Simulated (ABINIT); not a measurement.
# GaP (F-43m) in ABINIT: settings compared

One crystal, GaP, is run at these levels: PBEsol, LDA; tasks: single point.

Program: ABINIT 10.8.3 (patched build). These are calculated values, not measurements. Logs are shortened: lines on timing, memory, paths and dates and some standing lists are left out, and cuts for length are marked. The log counts tension as positive stress, the text compression.

**What was measured.**

From “Stacking defects in GaP nanowires: Electronic structure and optical properties”, 2018, arxiv:1810.01194, for a bulk crystal of GaP at 10 K: band gap 2.34 eV (indirect).

The runs below are set against these values where they give the same quantity.

## 1. The crystal as given

It takes space group F-43m (No. 216, cubic). The conventional cell has a = 5.451 Å, b = 5.451 Å, c = 5.451 Å, α = 90.00°, β = 90.00°, γ = 90.00°. Ga (site symmetry -43m) is surrounded by 4 P at 2.36 Å. Around P (site symmetry -43m) lie 4 Ga at 2.36 Å.

## 2. Single point, PBEsol

run.abi reads:

```
# Pseudopotentials
pp_dirpath "./"
pseudos "Ga.GGA_PBE-JTH.xml, P.GGA_PBE-JTH.xml"

# Structure
acell 7.2831660764 7.2831660764 7.2831660764
rprim
     0.0000000000     0.7071067812     0.7071067812
     0.7071067812     0.0000000000     0.7071067812
     0.7071067812     0.7071067812     0.0000000000
ntypat 2
znucl 31 15
natom 2
typat 1 2
xred
     0.0000000000     0.0000000000     0.0000000000
     0.7500000000     0.7500000000     0.7500000000

# Plane-wave basis
ecut 544.227725 eV
pawecutdg 40.0

# k points
kptopt 1
ngkpt 3 3 3
nshiftk 1
shiftk 0.0 0.0 0.0

# Exchange and correlation
ixc -116133

# Bands and occupations
nband 13
occopt 3
tsmear 0.05 eV

# SCF cycle
nstep 100
tolvrs 1.0e-9

# Output
iomode 3
prtwf 0
prtden 0
prteig 0
prtebands 0
enunit 2
```

Potentials or basis: JTH PAW PBE v2.0.

Launch:

```console
abinit run.abi > log 2>&1
```

run.abo:

```text
.Version 10.8.3 of ABINIT
 Symmetries : space group F-4 3 m (#216); Bravais cF (face-center cubic)
================================================================================
 Values of the parameters that define the memory need of the present run
     intxc =       0    ionmov =       0      iscf =      17    lmnmax =      18
     lnmax =       6     mgfft =      30  mpssoang =       3    mqgrid =    3001
     natom =       2  nloc_mem =       2    nspden =       1   nspinor =       1
    nsppol =       1      nsym =      24    n1xccc =       1    ntypat =       2
    occopt =       3   xclevel =       2
       mpw =        1174          nfft =       27000          nkpt =           4
 PAW method is used; the additional fine FFT grid is defined by:
   mgfftf=        45    nfftf =     91125
================================================================================
================================================================================

--------------------------------------------------------------------------------
------------- Echo of variables that govern the present computation ------------
--------------------------------------------------------------------------------
 -outvars: echo values of preprocessed input variables --------
            acell      7.2831660764E+00  7.2831660764E+00  7.2831660764E+00 Bohr
              amu      6.97230000E+01  3.09737620E+01
             ecut      2.00000000E+01 Hartree
           enunit           2
              ixc     -116133
         kptrlatt        3    0    0      0    3    0      0    0    3
          kptrlen      2.18494982E+01
            natom           2
            nband          13
            ngfft          30      30      30
          ngfftdg          45      45      45
             nkpt           4
            nstep         100
             nsym          24
           ntypat           2
           occopt           3
        pawecutdg      4.00000000E+01 Hartree
         pawxcdev           0
           prtden           0
        prtebands           0
           prteig           0
            prtwf           0
            rprim      0.0000000000E+00  7.0710678120E-01  7.0710678120E-01
                       7.0710678120E-01  0.0000000000E+00  7.0710678120E-01
                       7.0710678120E-01  7.0710678120E-01  0.0000000000E+00
          spgroup         216
           tolvrs      1.00000000E-09
           tsmear      1.83746611E-03 Hartree
            typat      1  2
           useylm           1
           xangst      0.0000000000E+00  0.0000000000E+00  0.0000000000E+00
                       4.0878749973E+00  4.0878749973E+00  4.0878749973E+00
            xcart      0.0000000000E+00  0.0000000000E+00  0.0000000000E+00
                       7.7249641818E+00  7.7249641818E+00  7.7249641818E+00
             xred      0.0000000000E+00  0.0000000000E+00  0.0000000000E+00
                       7.5000000000E-01  7.5000000000E-01  7.5000000000E-01
            znucl       31.00000   15.00000

================================================================================

 chkinp: Checking input parameters for consistency.

================================================================================
== DATASET  1 ==================================================================

--- !DatasetInfo
iteration_state: {dtset: 1, }
dimensions: {natom: 2, nkpt: 4, mband: 13, nsppol: 1, nspinor: 1, nspden: 1, mpw: 1174, }
cutoff_energies: {ecut:  20.0, pawecutdg:  40.0, }
electrons: {nelect:   1.80000000E+01, charge:   0.00000000E+00, occopt:   3.00000000E+00, tsmear:   1.83746611E-03, }
meta: {optdriver: 0, ionmov: 0, optcell: 0, iscf: 17, paral_kgb: 0, }
...

 Real(R)+Recip(G) space primitive vectors, cartesian coordinates (Bohr,Bohr^-1):
 R(1)=  0.0000000  5.1499761  5.1499761  G(1)= -0.0970878  0.0970878  0.0970878
 R(2)=  5.1499761  0.0000000  5.1499761  G(2)=  0.0970878 -0.0970878  0.0970878
 R(3)=  5.1499761  5.1499761  0.0000000  G(3)=  0.0970878  0.0970878 -0.0970878
 Unit cell volume ucvol=  2.7317795E+02 bohr^3
 Angles (23,13,12)=  6.00000000E+01  6.00000000E+01  6.00000000E+01 degrees

 Coarse grid specifications (used for wave-functions):

 getcut: wavevector=  0.0000  0.0000  0.0000  ngfft=  30  30  30
         ecut(hartree)=     20.000   => boxcut(ratio)=   2.04834

 Fine grid specifications (used for densities):

 getcut: wavevector=  0.0000  0.0000  0.0000  ngfft=  45  45  45
         ecut(hartree)=     40.000   => boxcut(ratio)=   2.12196

--- Pseudopotential description ------------------------------------------------
- pspini: atom type   1  psp file is ./Ga.GGA_PBE-JTH.xml
 Pseudopotential format is: paw10
 basis_size (lnmax)=  6 (lmn_size= 18), orbitals=   0   0   1   1   2   2
 Spheres core radius: rc_sph= 2.10359248
 Shapefunction is BESSEL type: shapef(r,l)=aa(1,l)*jl(q(1,l)*r)+aa(2,l)*jl(q(2,l)*r)
 Radius for shape functions =  1.80829011
 Compensation charge density is not taken into account in XC energy/potential

- pspini: atom type   2  psp file is ./P.GGA_PBE-JTH.xml
 Pseudopotential format is: paw10
 basis_size (lnmax)=  4 (lmn_size=  8), orbitals=   0   0   1   1
 Spheres core radius: rc_sph= 1.60765221
 Shapefunction is SIN type: shapef(r)=[sin(pi*r/rshp)/(pi*r/rshp)]**2
 Radius for shape functions =  1.60765221
 Compensation charge density is not taken into account in XC energy/potential

   4.33120550E+02                                ecore*ucvol(ha*bohr**3)
--------------------------------------------------------------------------------

[... 7 lines left out ...]

     iter   Etot(hartree)      deltaE(h)  residm     nres2
 ETOT  1  -85.687866501637    -8.569E+01 4.685E-02 4.521E+00
 ETOT  2  -85.728270061010    -4.040E-02 1.175E-02 5.752E-01
 ETOT  3  -85.727578436429     6.916E-04 9.495E-05 6.457E-02
 ETOT  4  -85.727575622498     2.814E-06 1.203E-04 8.132E-03
 ETOT  5  -85.727591370628    -1.575E-05 6.006E-06 1.765E-03
 ETOT  6  -85.727614405318    -2.303E-05 4.482E-07 1.191E-04
 ETOT  7  -85.727614256399     1.489E-07 1.294E-07 7.672E-06
 ETOT  8  -85.727614341165    -8.477E-08 1.930E-08 2.355E-07
 ETOT  9  -85.727614342048    -8.836E-10 2.750E-09 1.770E-08
 ETOT 10  -85.727614342264    -2.160E-10 6.529E-10 1.772E-09
 ETOT 11  -85.727614342288    -2.404E-11 6.743E-11 3.297E-10

 At SCF step   11       nres2   =  3.30E-10 < tolvrs=  1.00E-09 =>converged.

 Cartesian components of stress tensor (hartree/bohr^3)
  sigma(1 1)= -3.92582269E-05  sigma(3 2)=  0.00000000E+00
  sigma(2 2)= -3.92582269E-05  sigma(3 1)=  0.00000000E+00
  sigma(3 3)= -3.92582269E-05  sigma(2 1)=  0.00000000E+00

--- !ResultsGS
iteration_state: {dtset: 1, }
comment   : Summary of ground state results
lattice_vectors:
- [  0.0000000,   5.1499761,   5.1499761, ]
- [  5.1499761,   0.0000000,   5.1499761, ]
- [  5.1499761,   5.1499761,   0.0000000, ]
lattice_lengths: [   7.28317,    7.28317,    7.28317, ]
lattice_angles: [ 60.000,  60.000,  60.000, ] # degrees, (23, 13, 12)
lattice_volume:   2.7317795E+02
convergence: {deltae: -2.404E-11, res2:  3.297E-10, residm:  6.743E-11, diffor: null, }
etotal    :  -8.57276143E+01
entropy   :   0.00000000E+00
fermie    :   2.18441077E-01
cartesian_stress_tensor: # hartree/bohr^3
- [ -3.92582269E-05,   0.00000000E+00,   0.00000000E+00, ]
- [  0.00000000E+00,  -3.92582269E-05,   0.00000000E+00, ]
- [  0.00000000E+00,   0.00000000E+00,  -3.92582269E-05, ]
pressure_GPa:   1.1550E+00
xred      :
- [  0.0000E+00,   0.0000E+00,   0.0000E+00, Ga]
- [  7.5000E-01,   7.5000E-01,   7.5000E-01,  P]
cartesian_forces: # hartree/bohr
- [ -8.16947120E-31,  -8.16947120E-31,   2.45084136E-30, ]
- [  8.16947120E-31,   8.16947120E-31,  -2.45084136E-30, ]
force_length_stats: {min:   2.70950707E-30, max:   2.70950707E-30, mean:   2.70950707E-30, }
...

 Integrated electronic density in atomic spheres:
 ------------------------------------------------
 Atom  Sphere_radius  Integrated_density
    1        2.10359         11.06602502
    2        1.60765          1.59019594

================================================================================

 ----iterations are completed or convergence reached----

 Mean square residual over all n,k,spin=   27.721E-13; max=  67.432E-12
 reduced coordinates (array xred) for    2 atoms
       0.000000000000      0.000000000000      0.000000000000
       0.750000000000      0.750000000000      0.750000000000
 rms dE/dt=  1.1900E-29; max dE/dt=  1.6829E-29; dE/dt below (all hartree)
    1      -0.000000000000     -0.000000000000      0.000000000000
    2       0.000000000000      0.000000000000      0.000000000000

 cartesian coordinates (angstrom) at end:
    1      0.00000000000000     0.00000000000000     0.00000000000000
    2      4.08787499729965     4.08787499729965     4.08787499729965

 cartesian forces (hartree/bohr) at end:
    1     -0.00000000000000    -0.00000000000000     0.00000000000000
    2      0.00000000000000     0.00000000000000    -0.00000000000000
 frms,max,avg= 1.5643346E-30 2.4508414E-30   0.000E+00  0.000E+00  0.000E+00 h/b

 cartesian forces (eV/Angstrom) at end:
    1     -0.00000000000000    -0.00000000000000     0.00000000000000
    2      0.00000000000000     0.00000000000000    -0.00000000000000
 frms,max,avg= 8.0441321E-29 1.2602733E-28   0.000E+00  0.000E+00  0.000E+00 e/A
 length scales=  7.283166076400  7.283166076400  7.283166076400 bohr
              =  3.854085508238  3.854085508238  3.854085508238 angstroms
 Fermi (or HOMO) energy (hartree) =   0.21844   Average Vxc (hartree)=  -0.34712
 Eigenvalues (hartree) for nkpt=   4  k points:
 kpt#   1, nband= 13, wtk=  0.03704, kpt=  0.0000  0.0000  0.0000 (reduced coord)
  -0.34839   -0.34839   -0.34839   -0.34492   -0.34492   -0.27098    0.19032    0.19032
   0.19032    0.25323    0.32759    0.32759    0.32759
      occupation numbers for kpt#   1
   2.00000    2.00000    2.00000    2.00000    2.00000    2.00000    2.00000    2.00000
   2.00000    0.00000    0.00000    0.00000    0.00000
 prteigrs : prtvol=0 or 1, do not print more k-points.

 Fermi (or HOMO) energy (eV) =   5.94408   Average Vxc (eV)=  -9.44560
 Eigenvalues (   eV  ) for nkpt=   4  k points:
 kpt#   1, nband= 13, wtk=  0.03704, kpt=  0.0000  0.0000  0.0000 (reduced coord)
  -9.48021   -9.48021   -9.48021   -9.38570   -9.38570   -7.37384    5.17875    5.17875
   5.17875    6.89071    8.91407    8.91407    8.91407
 prteigrs : prtvol=0 or 1, do not print more k-points.

--- !EnergyTerms
iteration_state     : {dtset: 1, }
comment             : Components of total free energy in Hartree
kinetic             :  7.50035955715386E+00
hartree             :  2.77215491677148E+01
xc                  : -3.85399988296154E+00
Ewald energy        : -4.82388119425263E+01
psp_core            :  1.58548868982135E+00
local_psp           : -7.21532324336324E+01
PAW spherical_terms :  1.71102720772954E+00
internal            : -8.57276196367007E+01
'-kT*entropy'       : -3.07771932793653E-09
total_energy        : -8.57276196397784E+01
total_energy_eV     : -2.33276736996656E+03
...

--- !EnergyTermsDC
iteration_state     : {dtset: 1, }
comment             : '"Double-counting" decomposition of free energy'
band_energy         : -3.44762871119256E+00
Ewald energy        : -4.82388119425263E+01
psp_core            :  1.58548868982135E+00
xc_dc               : -2.71206385360161E+01
PAW spherical_terms : -8.50602383929683E+00
internal            : -8.57276143392105E+01
'-kT*entropy'       : -3.07771932793653E-09
total_energy_dc     : -8.57276143422882E+01
total_energy_dc_eV  : -2.33276722581450E+03
...

--- !EnergyTermsWithPAWCore
iteration_state     : {dtset: 1, }
comment             : 'Components of total free energy, including PAW core contributions'
Total energy        : -2.28411683758338E+03
Total energy DC     : -2.28411683228589E+03
Total energy (eV)   : -6.21539854984299E+04
Total energy DC (eV): -6.21539853542778E+04
...

 Cartesian components of stress tensor (hartree/bohr^3)
  sigma(1 1)= -3.92582269E-05  sigma(3 2)=  0.00000000E+00
  sigma(2 2)= -3.92582269E-05  sigma(3 1)=  0.00000000E+00
  sigma(3 3)= -3.92582269E-05  sigma(2 1)=  0.00000000E+00

-Cartesian components of stress tensor (GPa)         [Pressure=  1.1550E+00 GPa]
- sigma(1 1)= -1.15501691E+00  sigma(3 2)=  0.00000000E+00
- sigma(2 2)= -1.15501691E+00  sigma(3 1)=  0.00000000E+00
- sigma(3 3)= -1.15501691E+00  sigma(2 1)=  0.00000000E+00

== END DATASET(S) ==============================================================
================================================================================

 -outvars: echo values of variables after computation  --------
            acell      7.2831660764E+00  7.2831660764E+00  7.2831660764E+00 Bohr
           etotal     -8.5727614342E+01
            fcart     -8.1694712017E-31 -8.1694712017E-31  2.4508413605E-30
                       8.1694712017E-31  8.1694712017E-31 -2.4508413605E-30
            rprim      0.0000000000E+00  7.0710678120E-01  7.0710678120E-01
                       7.0710678120E-01  0.0000000000E+00  7.0710678120E-01
                       7.0710678120E-01  7.0710678120E-01  0.0000000000E+00
           strten     -3.9258226868E-05 -3.9258226868E-05 -3.9258226868E-05
                       0.0000000000E+00  0.0000000000E+00  0.0000000000E+00
           xangst      0.0000000000E+00  0.0000000000E+00  0.0000000000E+00
                       4.0878749973E+00  4.0878749973E+00  4.0878749973E+00
             xred      0.0000000000E+00  0.0000000000E+00  0.0000000000E+00
                       7.5000000000E-01  7.5000000000E-01  7.5000000000E-01
 Calculation completed.
```

Wall time 8.5 s (1 thread of Arm Neoverse V1, shared host); peak memory 0.09 GiB.

What came out:

```yaml
Free_energy: -2332.7672 eV
Pressure: 1.2 GPa
Band_gap_on_the_k_mesh: 1.57 eV, indirect (least direct gap 1.71 eV)
Valence_electrons_inside_the_program's_atomic_spheres: Ga 11.07; P 1.59
```

Caveat: the k mesh is coarse (spacing up to 0.67 Å⁻¹), so the values aren't converged; the PAW data sets were made with another functional, which shifts forces and pressure a little; an odd mesh through Γ misses points on the zone boundary, where band edges often lie.

(Part 1 of 3 ends here.)
